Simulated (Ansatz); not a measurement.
# One atom moved along a line in AlGa3N4

Method: DFT PBEsol, scalar-relativistic, plane waves, PAW (Ansatz). The runs took a 420 eV cutoff, a Γ-centred 6×6×6 mesh and Gaussian smearing (0.05 eV). No spin polarisation. Energies are free energies at this smearing, counted from the undisturbed cell; pressure is positive in compression.

Zero of the scan (relaxed at this level; it needn't be the usual structure):

```yaml
crystal:
  lattice:
    - [4.46763, 0.00000, 0.00000]
    - [0.00000, 4.46763, 0.00000]
    - [0.00000, 0.00000, 4.46763]
  atoms:
    - { symbol: Al, position: [0.00000, 0.00000, 0.00000] }
    - { symbol: Ga, position: [0.50000, 0.50000, 0.00000] }
    - { symbol: Ga, position: [0.50000, 0.00000, 0.50000] }
    - { symbol: Ga, position: [0.00000, 0.50000, 0.50000] }
    - { symbol: N, position: [0.75503, 0.75503, 0.24497] }
    - { symbol: N, position: [0.75503, 0.24497, 0.75503] }
    - { symbol: N, position: [0.24497, 0.75503, 0.75503] }
    - { symbol: N, position: [0.24497, 0.24497, 0.24497] }
```

Atom 5 (N) is moved by x along the Cartesian unit vector (0.000, 0.707, -0.707); the cell and all other atoms stay fixed.

| x (Å) | ΔE (meV/cell) | force along x on the moved atoms (eV/Å) | pressure (GPa) | gap on the mesh (eV) |
| --- | --- | --- | --- | --- |
| -0.3000 | 883.2 | 6.24 | 3.2 | 2.09 |
| -0.2250 | 483.7 | 4.45 | 1.8 | 2.15 |
| -0.1500 | 210.8 | 2.86 | 0.8 | 2.21 |
| -0.0750 | 52.1 | 1.39 | 0.2 | 2.25 |
| 0.0000 | 0.0 | 0.00 | 0.0 | 2.29 |
| 0.0750 | 52.1 | -1.39 | 0.2 | 2.26 |
| 0.1500 | 210.9 | -2.86 | 0.7 | 2.22 |
| 0.2250 | 484.1 | -4.45 | 1.6 | 2.18 |
| 0.2625 | 667.2 | -5.32 | 2.2 | 2.16 |
| 0.3000 | 883.9 | -6.24 | 2.9 | 2.13 |